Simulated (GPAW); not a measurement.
# Ru (P6_3/mmc) in GPAW: a series of runs, part 2 of 2

GPAW 26.7.0. Earlier steps stand in the parts before.

## (5) Relaxation of cell and atoms, M06-L+D3

Input file run.py:

```python
from ase.calculators.mixing import SumCalculator
from ase.filters import FrechetCellFilter
from ase.io import read, write
from ase.optimize import BFGS
from dftd3.ase import DFTD3
from gpaw import GPAW, PW

atoms = read('Ru.xyz')

calc = GPAW(mode=PW(600),
            xc='M06-L',
            kpts={'size': (8, 8, 5), 'gamma': True},
            occupations={'name': 'fermi-dirac', 'width': 0.05},
            nbands=29,
            convergence={'density': 1e-05, 'energy': 1e-05},
            maxiter=150,
            txt='gpaw.txt')
atoms.calc = SumCalculator([calc, DFTD3(method='m06l', damping='d3zero')])
opt = BFGS(FrechetCellFilter(atoms), trajectory='relax.traj', logfile='-')
done = opt.run(fmax=0.02, steps=100)
calc.write('gs.gpw')
write('result.traj', atoms)
print('Converged:', done)
print('Cell:', atoms.cell.cellpar().round(4))
print('Volume:', round(atoms.get_volume(), 4))
print(atoms.get_scaled_positions().round(5))
```

Input file Ru.xyz:

```xyz
2
Lattice="2.7058000000 0.0000000000 0.0000000000 -1.3529000000 2.3432915376 0.0000000000 0.0000000000 0.0000000000 4.2819000000" Properties=species:S:1:pos:R:3 pbc="T T T"
Ru     1.3529000001      0.7810971791      3.2114250000
Ru    -0.0000000001      1.5621943585      1.0704750000
```

Started as:

```console
> OMP_NUM_THREADS=1 python run.py
```

It took 8.2 min on 1 thread of Arm Neoverse V1, shared host; peak memory 0.58 GiB.

The run converged. Its results:

* Free energy: -35.0207 eV
* Relaxed volume: 13.15 Å³/atom
* Relaxed cell: a = 2.675 Å, b = 2.675 Å, c = 4.244 Å, α = 90.00°, β = 90.00°, γ = 120.00°
* Space group after relaxing (to 0.05 Å): P6_3/mmc (No. 194)
* Energy gained by relaxing: 11.7 meV/atom
* Ionic steps: 5
* Pressure after relaxing: -0.1 GPa
* Band gap on the k mesh: none (metal or under the smearing width)
* Dispersion energy per atom: -0.101 eV

Stress tensor (GPa, compression positive):
```
-0.12  0.00  0.00
 0.00 -0.12  0.00
 0.00  0.00  0.08
```

The path:
| step | energy change (eV) | largest force (eV/Å) | pressure (GPa) | volume (Å³) |
| --- | --- | --- | --- | --- |
| 1 | 0.0000 | 0.0010 | -9.67 | 27.15 |
| 2 | -0.0193 | 0.0004 | -4.55 | 26.68 |
| 3 | -0.0233 | 0.0008 | 0.30 | 26.28 |
| 4 | -0.0234 | 0.0001 | 0.01 | 26.30 |
| 5 | -0.0235 | 0.0003 | -0.05 | 26.30 |

Final structure:
```yaml
crystal:
  lattice:
    - [2.67530, 0.00000, 0.00000]
    - [-1.33765, 2.31687, 0.00000]
    - [0.00000, 0.00000, 4.24353]
  atoms:
    - { symbol: Ru, position: [0.66667, 0.33333, 0.75000] }
    - { symbol: Ru, position: [0.33333, 0.66667, 0.25000] }
```

Levels at points of the mesh, in eV from the Fermi level:
| k point | band 12 | band 13 | band 14 | band 15 | band 16 | band 17 | band 18 | band 19 | band 20 | band 21 |
| --- | --- | --- | --- | --- | --- | --- | --- | --- | --- | --- |
| (0.00, 0.00, 0.00) | -2.73 | -2.53 | -2.00 | -2.00 | -1.43 | -1.43 | 1.19 | 1.19 | 1.26 | 11.15 |
| (0.50, 0.50, 0.00) | -3.16 | -2.17 | -1.85 | -1.56 | 1.53 | 1.96 | 2.00 | 4.31 | 6.61 | 11.80 |

Caveat: later steps reuse the first step's grids; the PAW data sets were made with another functional, which shifts forces and pressure a little; pairwise dispersion overbinds metals, which lowers pressure and volume.

## (6) Single point, PBE

Input file run.py:

```python
from ase.dft.bandgap import bandgap
from ase.io import read, write
from ase.units import GPa
from gpaw import GPAW, PW

atoms = read('Ru.cif')

calc = GPAW(mode=PW(340),
            xc='PBE',
            kpts={'size': (8, 8, 5), 'gamma': True},
            occupations={'name': 'fermi-dirac', 'width': 0.05},
            nbands=29,
            convergence={'density': 1e-05, 'energy': 1e-05},
            maxiter=100,
            txt='gpaw.txt')
atoms.calc = calc
energy = atoms.get_potential_energy()
forces = atoms.get_forces()
stress = atoms.get_stress()
calc.write('gs.gpw')
write('result.traj', atoms)
print(f'Energy: {energy:.6f} eV')
print('Forces (eV/A):')
print(forces.round(4))
print('Stress (GPa):', (stress / GPa).round(3))
print('Fermi level:', round(calc.get_fermi_level(), 4), 'eV')
print(f'Gap: {bandgap(calc)[0]:.4f} eV, direct: {bandgap(calc, direct=True)[0]:.4f} eV')
```

Input file Ru.cif:

```cif
data_Ru
_cell_length_a 2.70580000
_cell_length_b 2.70580000
_cell_length_c 4.28190000
_cell_angle_alpha 90.00000000
_cell_angle_beta 90.00000000
_cell_angle_gamma 120.00000000
_space_group_name_H-M_alt 'P6_3/mmc'
_space_group_name_Hall '-P 6c 2c'
_space_group_IT_number 194
loop_
_space_group_symop_operation_xyz
'x,y,z'
'-x,-y,-z'
'x-y,x,z+1/2'
'-x+y,-x,-z+1/2'
'-y,x-y,z'
'y,-x+y,-z'
'-x,-y,z+1/2'
'x,y,-z+1/2'
'-x+y,-x,z'
'x-y,x,-z'
'y,-x+y,z+1/2'
'-y,x-y,-z+1/2'
'-y,-x,-z+1/2'
'y,x,z+1/2'
'-x,-x+y,-z'
'x,x-y,z'
'-x+y,y,-z+1/2'
'x-y,-y,z+1/2'
'y,x,-z'
'-y,-x,z'
'x,x-y,-z+1/2'
'-x,-x+y,z+1/2'
'x-y,-y,-z'
'-x+y,y,z'
loop_
_atom_site_label
_atom_site_type_symbol
_atom_site_symmetry_multiplicity
_atom_site_Wyckoff_symbol
_atom_site_fract_x
_atom_site_fract_y
_atom_site_fract_z
_atom_site_occupancy
Ru1 Ru 2 c 0.6666666667 0.3333333333 0.7500000000 1
```

Potentials or basis: GPAW PAW data sets (gpaw-data 1.2.1), pw.

Started as:

```console
> OMP_NUM_THREADS=1 python run.py
```

It took 10 s on 1 thread of Arm Neoverse V1, shared host; peak memory 0.13 GiB.

These settings aren't checked as converged: the numbers below hold their error.

What came out:

| Quantity | Value |
| --- | --- |
| Free energy | -18.5195 eV |
| Pressure | -5.6 GPa |
| Band gap on the k mesh | none (metal or under the smearing width) |

Caveat: the cutoff is short for stress and forces, so pressures can be off by a GPa or more.

## (7) Overview

| task | level | cell | k mesh | smearing | optimizer | fmax | max steps | gap on the mesh (eV) | pressure (GPa) |
| --- | --- | --- | --- | --- | --- | --- | --- | --- | --- |
| single point | PBE | as given | 11 × 11 × 6 | gaussian 0.027 eV | - | - | - | none | 3.6 |
| single point | PBE | as given | 11 × 11 × 6 | gaussian 0.028 eV | - | - | - | none | 3.6 |
| single point | PBE | as given | 11 × 11 × 6 | gaussian 0.1 eV | - | - | - | none | 3.6 |
| relaxation of cell and atoms | M06-L+D3 | relaxed | 8 × 8 × 5 | fermi-dirac 0.05 eV | BFGS | 0.02 eV/Å | 100 | none | -0.1 |

Alike in all rows: potentials or basis GPAW PAW data sets (gpaw-data 1.2.1), pw; no spin polarisation; cutoff (eV) 600.

Every run on the cell as given and a fine mesh finds a metal.

Caveats: later steps reuse the first step's grids (some runs); the PAW data sets were made with another functional, which shifts forces and pressure a little (some runs); pairwise dispersion overbinds metals, which lowers pressure and volume (some runs).

Total energies depend on the potentials used, so only differences within one code and one set of settings carry meaning.
